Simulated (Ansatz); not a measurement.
Tubes are rolled from the relaxed Ge monolayer (P-3m1, bond 2.39 Å, gap on the mesh 0.00 eV); atoms and period are relaxed, and energies count from the flat sheet.

All numbers below come from Ansatz, DFT PBEsol, scalar-relativistic, plane waves, PAW.

Cutoff 420 eV, Gaussian smearing of 0.05 eV, energies at zero smearing, symmetry of each start kept, no spin polarisation.

```tsv
start	atoms	k mesh	excess energy (meV/atom)	period (Å)	mean diameter (Å)	gap on the mesh (eV)	highest filled level or Fermi level under vacuum (eV)
(4,4)	16	1×1×19	28.6	3.970	8.91	0.58	4.77
(5,0)*	20	1×1×11	-77.3	7.217	5.28	0.13	-
```

A dash: not computed, or not clear enough to read.

* ends far from its start.

The gap is read on a mesh, which can miss the band edges, so it can be too wide.

Gaps under about 0.2 eV rest on few k points and may close between them.

Cost: 2 runs of about 57 core-minutes in all, on Intel Xeon 6975P-C (Granite Rapids) (shared hosts).